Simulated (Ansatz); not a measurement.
# SiC: from supercell energies to defect levels (C vacancy)

All numbers below come from Ansatz 0.2.0, DFT PBE, scalar-relativistic, plane waves, PAW. (420 eV cutoff, 2×2×2 k-mesh, shifted by half a step, Gaussian smearing of 0.01 eV, collinear spin in charge +1, -1 alone)

Host crystal, relaxed:

```cif
data_structure
_symmetry_space_group_name_H-M 'P 1'
_symmetry_Int_Tables_number 1
_cell_length_a 3.0941
_cell_length_b 3.0941
_cell_length_c 10.1293
_cell_angle_alpha 90.000
_cell_angle_beta 90.000
_cell_angle_gamma 120.000
_cell_volume 83.98
loop_
_atom_site_label
_atom_site_type_symbol
_atom_site_fract_x
_atom_site_fract_y
_atom_site_fract_z
_atom_site_occupancy
Si1 Si 0.66667 0.33333 0.93784 1
Si2 Si 0.33333 0.66667 0.43784 1
Si3 Si 0.00000 0.00000 0.68790 1
Si4 Si 0.00000 0.00000 0.18790 1
C1 C 0.66667 0.33333 0.74981 1
C2 C 0.33333 0.66667 0.24981 1
C3 C 0.00000 0.00000 0.50045 1
C4 C 0.00000 0.00000 0.00045 1
```

The C vacancy was set at (0.667, 0.333, 0.750) of the host cell, in a supercell of 64 sites (672 Å³), relaxed at fixed cell in each charge q, from a start with the atoms near it displaced at random. In charge -2 some atom moved by up to 0.6 Å, so the relaxed defect can differ in kind from the start: near the site, 3 Si at 1.89 Å, 1 Si at 1.91 Å became 1 Si at 1.26 Å, 1 Si at 1.85 Å, 1 Si at 1.86 Å, 1 Si at 1.87 Å, 1 C at 2.99 Å, 1 C at 3.00 Å (charge -2). The host's Kohn–Sham gap is 2.22 eV and its static dielectric constant 10.6 (mean). For each charge: the supercell's free energy over the neutral one with q electrons exchanged at the valence band top, F(q) − F(0) + qE_v; the image-charge term; and the term that aligns the potential far from the defect with the host's.

| q | F(q) − F(0) + qE_v (eV) | image charge (eV) | alignment (eV) |
| --- | --- | --- | --- |
| +1 | -1.271 | 0.218 | -0.165 |
| 0 | 0.000 | 0.000 | 0.000 |
| -1 | 1.722 | 0.218 | 0.093 |
| -2 | 3.124 | 0.873 | 0.249 |

Add the terms and find the levels between neighbouring charges, ε(q/q′) = [A(q′) − A(q)]/(q − q′), with and without the two corrections.

A(q): -1.217 eV for +1, 0.000 eV for 0, 2.034 eV for -1, 4.247 eV for -2.
```json
{"level": "(+1/0)", "corrected (eV over E_v)": "1.22", "uncorrected (eV)": "1.27"}
{"level": "(0/-1)", "corrected (eV over E_v)": "2.03", "uncorrected (eV)": "1.72"}
{"level": "(-1/-2)", "corrected (eV over E_v)": "2.21", "uncorrected (eV)": "1.40"}
```

As a check, a point charge in a simple cubic cell of this volume has q²αe²/(2εL) = 0.221 q² eV (e² = 14.40 eV Å, α = 2.837, L = 8.76 Å); the shape of the real cell and the anisotropy of ε can change it somewhat. The term grows as q², so it pushes donor levels down and acceptor levels up.

Which of these charges is lowest with the Fermi level at the valence band top, at mid-gap and at the conduction band bottom?

The line A(q) + qE_F that lies lowest gives the charge: +1 at E_F = 0.00 eV, +1 at E_F = 1.11 eV, -2 at E_F = 2.22 eV. Charges beyond those computed could lie lower near the band edges.

The neutral defect forms at 4.43 eV with atoms taken from and returned to the elements. What are the formation energies at those three Fermi levels, and what share of sites would hold the defect at 1200 K with E_F at mid-gap, if the host still stood at that temperature?

E_f = E_f(0) + A(q) + qE_F = 3.22, 4.33, 4.23 eV. In the dilute limit the share is exp(−E_f/k_BT) = exp(−4.329/0.1034) = 6.6×10⁻¹⁹, leaving out degeneracy and vibrational entropy. This is the C-rich limit; a poorer supply of C lowers E_f, in a binary host by up to its heat of formation per C atom. The small cell and the narrow Kohn–Sham gap leave errors of tenths of an eV or more, which change the share by orders of magnitude.

Cost: 5 runs of about 89 core-minutes in all, on Intel Xeon Processor @ 2.70GHz (shared hosts).